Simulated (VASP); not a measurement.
A VASP 6.6.1 single-point calculation on PbS

INCAR

```
LCHARG = .FALSE.
PREC = High
SIGMA = 0.02
LREAL = .FALSE.
ENCUT = 520
NELM = 95
ISMEAR = -1
LASPH = .TRUE.
IBRION = -1
NSW = 0
LWAVE = .FALSE.
NBANDS = 17
ISIF = 2
EDIFF = 1E-7
GGA = PE
```

KPOINTS

```
KPOINTS created by Atomic Simulation Environment
0
Gamma
8 8 8
0 0 0
```

POSCAR

```
Pb S
 1.0000000000000000
     0.1614571789000000    3.0292005480999999    3.0292005480999999
     3.0292005480999999    0.1614571789000000    3.0292005480999999
     3.0292005480999999    3.0292005480999999    0.1614571789000000
 Pb  S
   1   1
Cartesian
  0.0000000000000000  0.0000000000000000  0.0000000000000000
  3.1099291375500000  3.1099291375500000  3.1099291375500000
```

The recommended PBE PAW datasets give the neutral cell 20 valence electrons.

Command

```
mpirun -np 1 vasp_std
```

How does this run end, and what does it give?

It converged. Results: gap between bands v and c on the k mesh -0.27 eV (bands overlap: a metal); least direct gap on the k mesh 0.16 eV; pressure 3.2 GPa. Band v is the last that the valence electrons fill when counted band by band, and c is the next.

OSZICAR

```
N       E                     dE             d eps       ncg     rms          rms(c)
DAV:   1     0.159562389958E+03    0.15956E+03   -0.97663E+03  2218   0.126E+03
DAV:   2     0.331896261713E+01   -0.15624E+03   -0.14988E+03  2371   0.316E+02
DAV:   3    -0.886746415888E+01   -0.12186E+02   -0.11992E+02  2850   0.927E+01
DAV:   4    -0.917687716207E+01   -0.30941E+00   -0.30903E+00  2898   0.158E+01
DAV:   5    -0.918790831787E+01   -0.11031E-01   -0.11030E-01  3222   0.293E+00    0.477E+00
DAV:   6    -0.870737071647E+01    0.48054E+00   -0.13540E+00  3460   0.808E+00    0.337E+00
DAV:   7    -0.870696196213E+01    0.40875E-03   -0.14410E-01  2660   0.192E+00    0.190E+00
DAV:   8    -0.871008322388E+01   -0.31213E-02   -0.15484E-02  2670   0.135E+00    0.198E-01
DAV:   9    -0.870971902374E+01    0.36420E-03   -0.29243E-03  3495   0.479E-01    0.874E-02
DAV:  10    -0.870987887683E+01   -0.15985E-03   -0.33569E-04  2482   0.118E-01    0.553E-02
DAV:  11    -0.870988594146E+01   -0.70646E-05   -0.69386E-05  3050   0.903E-02    0.210E-02
DAV:  12    -0.870988679494E+01   -0.85348E-06   -0.43939E-06  2861   0.189E-02    0.136E-03
DAV:  13    -0.870988684670E+01   -0.51760E-07   -0.10740E-07  2424   0.368E-03
   1 F= -.87098868E+01 E0= -.87098115E+01  d E =-.150640E-03
```

For comparison, a separate PBE run of the intended cell, on usual settings and not on those above, gives a gap of -0.27 eV on its mesh and a pressure of 3.2 GPa.
